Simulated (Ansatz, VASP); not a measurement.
# C in VASP and in Ansatz

```xyz
2
Lattice="0.0000 1.7093 1.7938 1.7093 0.0000 1.7938 1.7093 1.7093 0.0000" Properties=species:S:1:pos:R:3 pbc="T T T"
C     1.7093    1.7093    1.7938
C     2.5640    2.5640    2.6906
```

Alike in both runs: task single point; functional LDA; k mesh 12 × 12 × 12; occupations gaussian, width 0.05 eV; no spin polarisation.

|  | VASP | Ansatz |
| --- | --- | --- |
| version | VASP 6.6.1 | Ansatz 0.2.0 |
| potentials or method | VASP PAW LDA potentials, release 64 (C) | scalar-relativistic, plane waves, PAW |
| plane-wave cutoff (eV) | 520 | 520 |
| valence electrons in the cell | 8 | 8 |

|  | VASP | Ansatz | Ansatz less VASP |
| --- | --- | --- | --- |
| gap on the k mesh at the Fermi level (eV) | 3.69 | 3.69 | +0.008 |
| least direct gap on the mesh (eV) | 5.32 | 5.31 | -0.003 |
| pressure (GPa) | 27.2 | 25.2 | -1.97 |
| largest component of the traceless stress (GPa) | 33.88 | 33.94 | +0.062 |

Ansatz warned: «pseudo_functional_mismatch».

Caveats: so large a pressure means that the cell lies far from this level's equilibrium, or that cutoff or potentials fall short (VASP).
